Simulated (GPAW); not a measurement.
ZnO (zincite): band structure with RPBE

**What was measured.**

“Electronic structure of alkaline earth and post-transition metal oxides”, 2009, arxiv:0908.1581 quotes, for a bulk crystal of ZnO: band gap 3.37 eV.

Crystal: ZnO (zincite).

```
Zn O
1.0
     3.24931    0.00000    0.00000
    -1.62465    2.81398    0.00000
     0.00000    0.00000    5.20571
Zn O
2 2
Direct
  0.66667 0.33333 0.00000
  0.33333 0.66667 0.50000
  0.33333 0.66667 0.87901
  0.66667 0.33333 0.37901
```

| Quantity | Value |
| --- | --- |
| Program | GPAW 26.7.0 |
| Task | band structure |
| Functional | RPBE |
| Potentials or basis | the program's PAW data sets (release 1.2.1) made for this functional |
| Cutoff | 800 eV |
| Basis | pw |
| k mesh | 9 × 9 × 5 |
| Occupations | fermi-dirac, width 0.05 eV |
| Spin | no spin polarisation |
| Maxiter | 150 |
| Band path | GMKGALHA,LM,KH |
| Band points | 60 |

| Property | Result |
| --- | --- |
| Pressure | 10.6 GPa |
| Largest force | 0.083 eV/Å |
| Band gap on the k mesh | 0.90 eV, direct |
| Band gap along the path | 0.90 eV, direct |

Forces on the atoms (eV/Å):
```
Zn   0.000  0.000 -0.083
Zn   0.000  0.000 -0.083
O    0.000  0.000  0.083
O    0.000  0.000  0.083
```

Stress tensor (GPa, compression positive):
```
10.07  0.00  0.00
 0.00 10.07  0.00
 0.00  0.00 11.73
```

Levels at the corners of the path, in eV from the valence-band top:
```
point  band 16  band 17  band 18  band 19  band 20
    Γ    -0.07     0.00     0.00     0.90     5.33
    M    -2.26    -1.26    -0.82     5.87     7.00
    K    -1.90    -1.90    -1.69     7.78     7.78
    Γ    -0.07     0.00     0.00     0.90     5.33
    A    -0.40    -0.40    -0.40     3.56     3.56
    L    -1.50    -1.34    -1.34     5.84     5.84
    H    -2.65    -1.22    -1.22     8.12     8.12
    A    -0.40    -0.40    -0.40     3.56     3.56
    L    -1.50    -1.34    -1.34     5.84     5.84
    M    -2.26    -1.26    -0.82     5.87     7.00
    K    -1.90    -1.90    -1.69     7.78     7.78
    H    -2.65    -1.22    -1.22     8.12     8.12
```

Wall time 2.5 min on 1 thread of Arm Neoverse V2, with other jobs on the host, peak memory 0.43 GiB.

Measured gap of ZnO: 3.37 eV (quoted in “Electronic structure of alkaline earth and post-transition metal oxides”, 2009, arxiv:0908.1581). This calculation gives 0.90 eV (-2.47 eV). So large a miss can be the level of theory's own, or it may mean another phase, state or a wrong row. The value is that of RPBE, without temperature or zero-point motion. Semilocal functionals fall short of measured gaps as a rule.
